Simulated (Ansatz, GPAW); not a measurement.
## Geometry or basis: what sets the conductance of BN in line between two Ir chains

Aim: the conductance of BN in line between two Ir chains after relaxation, and whether geometry, basis or functional moves it most.

Method: Ansatz plane waves; relaxation of the junction with the lead ends held; PAW set soft_1, in the first sound run; inputs show where later runs differ, in GPAW 26.7.0 and Ansatz 0.2.0.

### Step 1. Starting point

The cell holds 18 atoms: 16 Ir, 1 B and 1 N. Cell: a = 9.000 Å, b = 9.000 Å, c = 39.425 Å, α = 90.0°, β = 90.0°, γ = 90.0°. Regions: left lead, 8 atoms (8 Ir); channel, 2 atoms (1 B and 1 N); right lead, 8 atoms (8 Ir). Vacuum lies along a and b. The structure is stacked along c, and the current runs across the ab planes.

### Step 2. Relaxation

Transmission follows bond lengths closely, so the atoms between the held lead ends are relaxed first, from a slightly shaken start that lets symmetry break.

Input file input.yaml:

```yaml
crystal:
  lattice:
    - [9.0, 0.0, 0.0]
    - [0.0, 9.0, 0.0]
    - [0.0, 0.0, 39.425]
  atoms:
    - { symbol: Ir, position: [0.5, 0.5, 0.0291693088] }
    - { symbol: Ir, position: [0.5, 0.5, 0.0875079264] }
    - { symbol: Ir, position: [0.5, 0.5, 0.1458465441] }
    - { symbol: Ir, position: [0.5, 0.5, 0.2041851617] }
    - { symbol: Ir, position: [0.5, 0.5, 0.2625237793] }
    - { symbol: Ir, position: [0.5, 0.5, 0.320862397] }
    - { symbol: Ir, position: [0.4985588666, 0.4962330108, 0.3797137682] }
    - { symbol: Ir, position: [0.4963072847, 0.5067130519, 0.4382428246] }
    - { symbol: B, position: [0.4988024569, 0.5019017191, 0.4872275884] }
    - { symbol: "N", position: [0.5094465647, 0.4969224511, 0.5192784328] }
    - { symbol: Ir, position: [0.5017258021, 0.4990681632, 0.5632914634] }
    - { symbol: Ir, position: [0.5016892477, 0.5035874695, 0.6203988086] }
    - { symbol: Ir, position: [0.5, 0.5, 0.679137603] }
    - { symbol: Ir, position: [0.5, 0.5, 0.7374762207] }
    - { symbol: Ir, position: [0.5, 0.5, 0.7958148383] }
    - { symbol: Ir, position: [0.5, 0.5, 0.8541534559] }
    - { symbol: Ir, position: [0.5, 0.5, 0.9124920736] }
    - { symbol: Ir, position: [0.5, 0.5, 0.9708306912] }
kpoints:
  mp_grid: { grid: [1, 1, 2] }
hamiltonian:
  xc: pbe
  pseudopotentials: { kind: paw, azcp: { folder: soft_1 } }
scf:
  occupations: { method: fermi_dirac, width: 0.1 }
relax:
  f_tol: 0.03
  max_steps: 80
  constraints: [{ sites: [0, 1, 2, 3, 4, 5, 12, 13, 14, 15, 16, 17] }]
```

Started as:

```console
ansatz run input.yaml --threads 4 --pin off --max-ram 8192MiB --backend cpu --events-out ev --progress --plain --runs-dir out
```

Numbers of over 12 decimals in the logs are rounded to 6 here.

The program printed:

```text
Engine: ansatz 0.2.0, aarch64-unknown-linux-gnu
Pseudopotentials: kind: paw
Pseudopotential: Ir, paw, valence charge 17, recommended cutoff 420 eV (normal), soft_1/Ir.paw.azcp
Pseudopotential: B, paw, valence charge 3, recommended cutoff 420 eV (normal), soft_1/B.paw.azcp
Pseudopotential: N, paw, valence charge 5, recommended cutoff 420 eV (normal), soft_1/N.paw.azcp
Functional definition: PBE
  parameter kappa = 0.804
  parameter beta = 0.066725
  exchange = pbe_x(kappa = kappa, mu = beta*pi^2/3)
  correlation = pbe_c(beta = beta)
Crystal: 18 atoms, lattice volume = 3193.425 Å³
Basis set: ecut = 420 eV, 62359 PW (Γ), exchange–correlation on 128×128×540 points (8 copies of the dense FFT grid, shifted against one another)
Bands: 168, of which v1, the nominal top of the filled ones, is band 140 counted from 1 (139 counted from 0)
Symmetry: 1 space group operations
Space group: P1 (ITA 1), of the structure as read, at distance tolerance 1.5e-4 Å
k-points: 2
Non-local potential: Ir, projectors of the file, l = 0: 3, l = 1: 2, l = 2: 2, l = 3: 1
Non-local potential: B, projectors of the file, l = 0: 2, l = 1: 2, l = 2: 1
Non-local potential: N, projectors of the file, l = 0: 2, l = 1: 2, l = 2: 1
PAW form: soft (Blöchl's): semilocal exchange-correlation on the pseudo side does not see the compensation charge
PAW one-centre angular grid: Ir, 590 points (default); XC on 64 Gauss nodes
PAW one-centre angular grid: B, 110 points (default); XC on 64 Gauss nodes
PAW one-centre angular grid: N, 110 points (default); XC on 64 Gauss nodes
Initial density: superposition of atomic densities (neutral atoms: chi_scale 0, normalization atom)
Initial wavefunctions: pseudopotential atomic-orbital guess
Functional: x = pbe(κ = 0.804, μ = 0.219515), c = pbe(β = 0.066725)
SCF iter   1: F=—  HF=-191472.259490 eV  |F-HF|=—  |Δ(HF+E_count)|=         —  Δρ=2.55e-2  dr2=3.15e1  ethr=3.10e-3  ⟨swp⟩=6.0  Hψ=1263  notcnv=0
preconditioner: auto → LDOS  [metal: Δε(μ)=0.178 eV  Ē_g=3.990 eV  σ=0.100 eV  W_gap=0.37  n_scr=330 (ndim 8)  ℏωp=8.0 eV  f_vac=0.751  D(μ)=48.98/eV (n_scr^D=264)  β→1.0]
SCF iter   2: F=—  HF=-191468.210991 eV  |F-HF|=—  |Δ(HF+E_count)|=    4.05e0  Δρ=1.89e-2  dr2=3.57e1  ethr=3.10e-3  ⟨swp⟩=4.0  Hψ=802  notcnv=0  defer=6
SCF iter   3: F=—  HF=-191466.738348 eV  |F-HF|=—  |Δ(HF+E_count)|=    1.47e0  Δρ=3.80e-3  dr2=1.05e0  ethr=3.10e-3  ⟨swp⟩=3.0  Hψ=598  notcnv=0  defer=6
SCF iter   4: F=—  HF=-191466.694592 eV  |F-HF|=—  |Δ(HF+E_count)|=   4.38e-2  Δρ=1.74e-3  dr2=1.84e-1  ethr=3.76e-4  ⟨swp⟩=2.0  Hψ=588  notcnv=0  defer=6
SCF iter   5: F=—  HF=-191466.674708 eV  |F-HF|=—  |Δ(HF+E_count)|=   1.99e-2  Δρ=8.36e-4  dr2=9.26e-2  ethr=6.55e-5  ⟨swp⟩=2.0  Hψ=593  notcnv=0  defer=6
SCF iter   6: F=—  HF=-191466.670610 eV  |F-HF|=—  |Δ(HF+E_count)|=   4.10e-3  Δρ=3.84e-4  dr2=2.61e-2  ethr=3.31e-5  ⟨swp⟩=1.0  Hψ=330  notcnv=0  defer=6
SCF iter   7: F=—  HF=-191466.670460 eV  |F-HF|=—  |Δ(HF+E_count)|=   1.50e-4  Δρ=1.66e-4  dr2=3.06e-3  ethr=9.31e-6  ⟨swp⟩=1.0  Hψ=330  notcnv=0  defer=6
SCF iter   8: F=—  HF=-191466.671261 eV  |F-HF|=—  |Δ(HF+E_count)|=   8.01e-4  Δρ=7.60e-5  dr2=4.05e-4  ethr=1.09e-6  ⟨swp⟩=2.0  Hψ=511  notcnv=0  defer=6
SCF iter   9: F=—  HF=-191466.671270 eV  |F-HF|=—  |Δ(HF+E_count)|=   9.88e-6  Δρ=4.80e-5  dr2=1.57e-4  ethr=1.44e-7  ⟨swp⟩=2.0  Hψ=420  notcnv=0  defer=6
SCF iter  10: F=—  HF=-191466.671267 eV  |F-HF|=—  |Δ(HF+E_count)|=   3.10e-6  Δρ=2.29e-5  dr2=3.81e-5  ethr=5.61e-8  ⟨swp⟩=1.0  Hψ=330  notcnv=0  defer=6
SCF iter  11: F=-191466.671262 eV  HF=-191466.671267 eV  |F-HF|=5.15e-6  |Δ(HF+E_count)|=   4.27e-7  Δρ=1.05e-5  dr2=7.53e-6  ethr=8.04e-9  ⟨swp⟩=4.0  Hψ=991  notcnv=0
SCF 1 converged in 11 iterations: F = -191466.671262 eV  dr2 = 7.53e-6
  greatest PAW one-centre occupation: 1.000 electrons in one spin orbital (limit 2), on the Ir atom at site 11 (counted from 0), in its partial waves of l = 0
relax step   1: F+E_penalty+E_count = -191466.67126178 eV  Δ(F+E_penalty+E_count) = +0.000e0 eV  max|allowed force component| = 3.234e0 eV/Å  Δτ_max = 0.0000 Å  (11 SCF iters, dr2 threshold 2.25e-5 eV, accepted)
Initial density: handed on by an earlier stage of this run
Initial wavefunctions: those handed on with the density
iter 1 solved again at ethr=1.88e-4 eV; its pass at ethr=3.10e-3 eV (dr2=5.25e-1 eV) is discarded
SCF iter   1: F=—  HF=-191467.076423 eV  |F-HF|=—  |Δ(HF+E_count)|=         —  Δρ=4.13e-3  dr2=5.37e-1  ethr=1.88e-4  ⟨swp⟩=1.0  Hψ=1171  notcnv=0  defer=4
preconditioner: auto → LDOS  [metal: Δε(μ)=0.003 eV  Ē_g=3.834 eV  σ=0.100 eV  W_gap=0.01  n_scr=330 (ndim 8)  ℏωp=8.1 eV  f_vac=0.768  D(μ)=55.22/eV (n_scr^D=322)  β→1.0]
SCF iter   2: F=—  HF=-191467.029882 eV  |F-HF|=—  |Δ(HF+E_count)|=   4.65e-2  Δρ=1.65e-3  dr2=1.12e-1  ethr=1.88e-4  ⟨swp⟩=2.0  Hψ=604  notcnv=0  defer=4
SCF iter   3: F=—  HF=-191467.017244 eV  |F-HF|=—  |Δ(HF+E_count)|=   1.26e-2  Δρ=8.79e-4  dr2=4.68e-2  ethr=3.99e-5  ⟨swp⟩=2.0  Hψ=645  notcnv=0  defer=4
SCF iter   4: F=—  HF=-191467.011083 eV  |F-HF|=—  |Δ(HF+E_count)|=   6.16e-3  Δρ=2.93e-4  dr2=5.68e-3  ethr=1.67e-5  ⟨swp⟩=2.0  Hψ=402  notcnv=0  defer=4
SCF iter   5: F=—  HF=-191467.010885 eV  |F-HF|=—  |Δ(HF+E_count)|=   1.98e-4  Δρ=1.22e-4  dr2=1.00e-3  ethr=2.03e-6  ⟨swp⟩=1.5  Hψ=333  notcnv=0  defer=4
SCF iter   6: F=—  HF=-191467.010895 eV  |F-HF|=—  |Δ(HF+E_count)|=   9.90e-6  Δρ=5.46e-5  dr2=2.16e-4  ethr=3.58e-7  ⟨swp⟩=2.0  Hψ=505  notcnv=0  defer=4
SCF iter   7: F=-191467.010869 eV  HF=-191467.010898 eV  |F-HF|=2.98e-5  |Δ(HF+E_count)|=   3.73e-6  Δρ=2.34e-5  dr2=3.71e-5  ethr=3.57e-8  ⟨swp⟩=3.0  Hψ=1006  notcnv=0
SCF 2 converged in 7 iterations: F = -191467.010869 eV  dr2 = 3.71e-5
relax step   2: F+E_penalty+E_count = -191467.01086860 eV  Δ(F+E_penalty+E_count) = -3.396e-1 eV  max|allowed force component| = 1.129e0 eV/Å  Δτ_max = 0.1577 Å  (7 SCF iters, dr2 threshold 1.00e-4 eV, accepted)
SCF iter   1: F=—  HF=-191467.382960 eV  |F-HF|=—  |Δ(HF+E_count)|=         —  Δρ=3.77e-3  dr2=5.13e-1  ethr=2.91e-3  ⟨swp⟩=4.5  Hψ=714  notcnv=0  defer=4
preconditioner: auto → LDOS  [metal: Δε(μ)=0.015 eV  Ē_g=3.831 eV  σ=0.100 eV  W_gap=0.04  n_scr=330 (ndim 8)  ℏωp=8.1 eV  f_vac=0.768  D(μ)=52.02/eV (n_scr^D=288)  β→1.0]
SCF iter   2: F=—  HF=-191467.358327 eV  |F-HF|=—  |Δ(HF+E_count)|=   2.46e-2  Δρ=1.86e-3  dr2=1.85e-1  ethr=1.83e-4  ⟨swp⟩=2.0  Hψ=686  notcnv=0  defer=4
SCF iter   3: F=—  HF=-191467.344082 eV  |F-HF|=—  |Δ(HF+E_count)|=   1.42e-2  Δρ=9.23e-4  dr2=2.89e-2  ethr=6.61e-5  ⟨swp⟩=2.0  Hψ=477  notcnv=0  defer=4
[...]
[... from here on, the SCF cycles and remarks between the steps are left out ...]
relax step   4: F+E_penalty+E_count = -191467.83989315 eV  Δ(F+E_penalty+E_count) = -5.000e-1 eV  max|allowed force component| = 1.326e0 eV/Å  Δτ_max = 0.1901 Å  (7 SCF iters, dr2 threshold 1.00e-4 eV, accepted)
relax step   5: F+E_penalty+E_count = -191468.19216763 eV  Δ(F+E_penalty+E_count) = -3.523e-1 eV  max|allowed force component| = 6.159e-1 eV/Å  Δτ_max = 0.1950 Å  (7 SCF iters, dr2 threshold 1.00e-4 eV, accepted)
relax step   6: F+E_penalty+E_count = -191468.24951890 eV  Δ(F+E_penalty+E_count) = -5.735e-2 eV  max|allowed force component| = 3.959e-1 eV/Å  Δτ_max = 0.1946 Å  (8 SCF iters, dr2 threshold 8.19e-5 eV, accepted)
relax step   7: F+E_penalty+E_count = -191468.27025435 eV  Δ(F+E_penalty+E_count) = -2.074e-2 eV  max|allowed force component| = 5.578e-1 eV/Å  Δτ_max = 0.2000 Å  (8 SCF iters, dr2 threshold 3.38e-5 eV, accepted)
relax step   8: F+E_penalty+E_count = -191468.25565446 eV  Δ(F+E_penalty+E_count) = +1.460e-2 eV  max|allowed force component| = 2.232e-1 eV/Å  Δτ_max = 0.2000 Å  (7 SCF iters, dr2 threshold 1.00e-4 eV, rejected (line search))
relax step   9: F+E_penalty+E_count = -191468.25416822 eV  Δ(F+E_penalty+E_count) = +1.609e-2 eV  max|allowed force component| = 1.360e0 eV/Å  Δτ_max = 0.0836 Å  (10 SCF iters, rejected (line search))
relax step  10: F+E_penalty+E_count = -191468.27759817 eV  Δ(F+E_penalty+E_count) = -7.344e-3 eV  max|allowed force component| = 5.045e-2 eV/Å  Δτ_max = 0.0406 Å  (9 SCF iters, accepted)
relax step  11: F+E_penalty+E_count = -191468.27793292 eV  Δ(F+E_penalty+E_count) = -3.348e-4 eV  max|allowed force component| = 6.554e-2 eV/Å  Δτ_max = 0.0133 Å  (8 SCF iters, accepted)
relax step  12: F+E_penalty+E_count = -191468.27826993 eV  Δ(F+E_penalty+E_count) = -3.370e-4 eV  max|allowed force component| = 5.099e-2 eV/Å  Δτ_max = 0.0185 Å  (8 SCF iters, accepted)
relax step  13: F+E_penalty+E_count = -191468.27913926 eV  Δ(F+E_penalty+E_count) = -8.693e-4 eV  max|allowed force component| = 3.564e-2 eV/Å  Δτ_max = 0.0691 Å  (7 SCF iters, dr2 threshold 1.57e-6 eV, accepted)
relax step  14: F+E_penalty+E_count = -191468.27843195 eV  Δ(F+E_penalty+E_count) = +7.073e-4 eV  max|allowed force component| = 1.230e-1 eV/Å  Δτ_max = 0.1195 Å  (9 SCF iters, rejected (line search))
relax step  15: F+E_penalty+E_count = -191468.27962218 eV  Δ(F+E_penalty+E_count) = -4.829e-4 eV  max|allowed force component| = 1.993e-2 eV/Å  Δτ_max = 0.0546 Å  (9 SCF iters, accepted)
relax step  16: F+E_penalty+E_count = -191468.27953843 eV  Δ(F+E_penalty+E_count) = +8.374e-5 eV  max|allowed force component| = 6.102e-2 eV/Å  Δτ_max = 0.0870 Å  (9 SCF iters, rejected (line search))
relax step  17: F+E_penalty+E_count = -191468.27986397 eV  Δ(F+E_penalty+E_count) = -2.418e-4 eV  max|allowed force component| = 1.670e-2 eV/Å  Δτ_max = 0.0424 Å  (7 SCF iters, accepted)
SCF iter   1: F=—  HF=-191468.281108 eV  |F-HF|=—  |Δ(HF+E_count)|=         —  Δρ=8.66e-4  dr2=1.22e-2  ethr=4.61e-5  ⟨swp⟩=3.0  Hψ=621  notcnv=0  defer=4
preconditioner: auto → LDOS  [metal: Δε(μ)=0.058 eV  Ē_g=3.728 eV  σ=0.100 eV  W_gap=0.14  n_scr=330 (ndim 8)  ℏωp=8.1 eV  f_vac=0.765  D(μ)=51.59/eV (n_scr^D=288)  β→1.0]
SCF iter   2: F=—  HF=-191468.280416 eV  |F-HF|=—  |Δ(HF+E_count)|=   6.92e-4  Δρ=4.95e-4  dr2=7.07e-3  ethr=4.36e-6  ⟨swp⟩=2.0  Hψ=664  notcnv=0  defer=4
SCF iter   3: F=—  HF=-191468.279200 eV  |F-HF|=—  |Δ(HF+E_count)|=   1.22e-3  Δρ=1.70e-4  dr2=8.07e-4  ethr=2.53e-6  ⟨swp⟩=2.0  Hψ=496  notcnv=0  defer=4
SCF iter   4: F=—  HF=-191468.279109 eV  |F-HF|=—  |Δ(HF+E_count)|=   9.17e-5  Δρ=3.30e-5  dr2=4.52e-5  ethr=2.88e-7  ⟨swp⟩=2.0  Hψ=482  notcnv=0  defer=4
SCF iter   5: F=—  HF=-191468.279930 eV  |F-HF|=—  |Δ(HF+E_count)|=   8.22e-4  Δρ=1.44e-5  dr2=9.85e-6  ethr=1.62e-8  ⟨swp⟩=2.0  Hψ=533  notcnv=0  defer=4
SCF iter   6: F=—  HF=-191468.279933 eV  |F-HF|=—  |Δ(HF+E_count)|=   2.60e-6  Δρ=6.10e-6  dr2=1.79e-6  ethr=3.52e-9  ⟨swp⟩=2.0  Hψ=400  notcnv=0  defer=4
SCF iter   7: F=—  HF=-191468.279933 eV  |F-HF|=—  |Δ(HF+E_count)|=   2.27e-7  Δρ=2.69e-6  dr2=4.03e-7  ethr=6.40e-10  ⟨swp⟩=2.0  Hψ=444  notcnv=0  defer=4
SCF iter   8: F=-191468.279933 eV  HF=-191468.279933 eV  |F-HF|=1.36e-8  |Δ(HF+E_count)|=   1.91e-8  Δρ=9.05e-7  dr2=4.09e-8  ethr=3.57e-11  ⟨swp⟩=4.0  Hψ=1085  notcnv=0
SCF 18 converged in 8 iterations: F = -191468.279933 eV  dr2 = 4.09e-8
relax step  18: F+E_penalty+E_count = -191468.27993301 eV  Δ(F+E_penalty+E_count) = -6.904e-5 eV  max|allowed force component| = 2.133e-2 eV/Å  Δτ_max = 0.0490 Å  (8 SCF iters, accepted)
SCF converged after 8 iterations
Free energy (F): -191468.279933 eV
Harris-Foulkes:  -191468.279933 eV  (|F-HF|=1.36e-8)
Internal energy: -191466.650727 eV  (E = F + TS)
E sigma→0 (E₀):  -191467.465330 eV
Entropy (-TS):   -1.629206 eV (-90.511 meV/atom)
Fermi energy:    -3.502596 eV
--- Per-component energies (eV) ---
  E_band       = -8874.333233
  E_kinetic    = 8764.540957
  E_local      = -86762.811932  (includes V_loc(G=0)·N_el)
  E_nonlocal   = 3126.756818
  E_hartree    = 37324.906799
  E_xc         = -3701.278766
  E_vxc        = -4114.873803  (∫ρ·V_xc dr)
  E_paw        = -148463.518353  (= ΣΔE_a)
  E_vpaw       = -4537.767191  (= ΣTr[D̂ρ^β])
  E_aug_tail   = 0.006675  (compensation charges beyond the density's cutoff)
  E_ewald      = -1755.252925
  E_smearing   = -1.629206  (= −TS)
  E_closure    = 0.000000  (closes the sum)
  Σ components = -191468.279933   (vs F -191468.279933, Δ=0.00e0)
--- Forces (eV/Å), atoms counted from 1 ---
  atom   1  Ir    -0.00508657    -0.06178081    -0.02847188
  atom   2  Ir     0.00225422    -0.00438823     0.13062769
  atom   3  Ir    -0.00506654    -0.02343431    -0.11464976
  atom   4  Ir     0.00592205     0.03566621    -0.05965338
  atom   5  Ir    -0.00605860    -0.27314664     0.43031722
  atom   6  Ir     0.01174828     0.35273993     1.29018913
  atom   7  Ir    -0.00342109     0.01856443     0.01203146
  atom   8  Ir    -0.00341636    -0.02133141    -0.02015668
  atom   9  B      0.01006609     0.00761465     0.00657676
  atom  10  N     -0.00459673    -0.00286440     0.00372538
  atom  11  Ir     0.00196354     0.01482185     0.00516928
  atom  12  Ir    -0.00335313    -0.02028898    -0.00527774
  atom  13  Ir    -0.03522321    -0.33860683    -1.05523139
  atom  14  Ir     0.02646162     0.22848077    -0.34850879
  atom  15  Ir     0.00480430     0.01522985    -0.42799372
  atom  16  Ir    -0.00187350     0.00572225     0.18137027
  atom  17  Ir     0.00172663     0.01779427     0.12802870
  atom  18  Ir     0.00316071     0.04932703    -0.12808255
  max |Σ_I F_I| component: 1.20e-4 eV/Å
--- Relaxed structure (18 steps of the walk, 14 accepted, 0 SCFs on fresh bases) ---
  F+E_penalty+E_count = -191468.27993301 eV   max|allowed force component| = 2.133e-2 eV/Å
  atoms:
    - { symbol: Ir, position: [0.5, 0.5, 0.029169] }
    - { symbol: Ir, position: [0.5, 0.5, 0.0875079264] }
    - { symbol: Ir, position: [0.5, 0.5, 0.1458465441] }
    - { symbol: Ir, position: [0.5, 0.5, 0.2041851617] }
    - { symbol: Ir, position: [0.5, 0.5, 0.2625237793] }
    - { symbol: Ir, position: [0.5, 0.5, 0.320862397] }
    - { symbol: Ir, position: [0.499573, 0.438166, 0.379477] }
    - { symbol: Ir, position: [0.502730, 0.561261, 0.433339] }
    - { symbol: B, position: [0.501378, 0.507814, 0.483630] }
    - { symbol: N, position: [0.501110, 0.498216, 0.518171] }
    - { symbol: Ir, position: [0.498865, 0.480704, 0.565454] }
    - { symbol: Ir, position: [0.509722, 0.581558, 0.619454] }
    - { symbol: Ir, position: [0.5, 0.5, 0.679137603] }
    - { symbol: Ir, position: [0.5, 0.5, 0.7374762207] }
    - { symbol: Ir, position: [0.5, 0.5, 0.7958148383] }
    - { symbol: Ir, position: [0.5, 0.5, 0.854153] }
    - { symbol: Ir, position: [0.5, 0.5, 0.9124920736] }
    - { symbol: Ir, position: [0.5, 0.5, 0.9708306912] }
```

Wall time 5 min (4 threads of Arm Neoverse V1, shared host); peak memory 4.6 GiB; 20 min of CPU time.

Relaxation path:

| step | energy less that of the first step (eV) | largest force component (eV/Å) |
| --- | --- | --- |
| 1 | 0.0000 | 3.2342 |
| 2 | -0.3396 | 1.1285 |
| 3 | -0.6686 | 1.2859 |
| 4 | -1.1686 | 1.3259 |
| 5 | -1.5209 | 0.6159 |
| 6 | -1.5783 | 0.3959 |
| 7 | -1.5990 | 0.5578 |
| 8 | -1.5844 | 0.2232 |
| 9 | -1.5829 | 1.3598 |
| 10 | -1.6063 | 0.0505 |
| 11 | -1.6067 | 0.0655 |
| 12 | -1.6070 | 0.0510 |
| 13 | -1.6079 | 0.0356 |
| 14 | -1.6072 | 0.1230 |
| 15 | -1.6084 | 0.0199 |
| 16 | -1.6083 | 0.0610 |
| 17 | -1.6086 | 0.0167 |
| 18 | -1.6087 | 0.0213 |

Relaxation steps 8, 9, 14, 16 were tried and not accepted.

The atoms that moved most (Å):

| atom | dx | dy | dz | length |
| --- | --- | --- | --- | --- |
| Ir12 | 0.072 | 0.702 | -0.037 | 0.706 |
| Ir8 | 0.058 | 0.491 | -0.193 | 0.531 |
| Ir7 | 0.009 | -0.523 | -0.009 | 0.523 |
| Ir11 | -0.026 | -0.165 | 0.085 | 0.188 |
| B9 | 0.023 | 0.053 | -0.142 | 0.153 |
| N10 | -0.075 | 0.012 | -0.044 | 0.088 |

This step gave:

```
free energy         : -191468.2799 eV
smearing term TS    : 1.629 eV
symmetry operations : 1
```

The relaxation lowered the energy of the cell by 1.61 eV.

(Part 1 of 3 ends here.)

[Logs are printed without paths, hosts, clocks, repeated set-up lines and the standing remarks that a program may print on its own settings, such as how far it seeks lower states.]

[Hosts, paths, dates, database ids (printed as entryN), source tags and the programs' standing remarks are cut or masked in the printed files.]
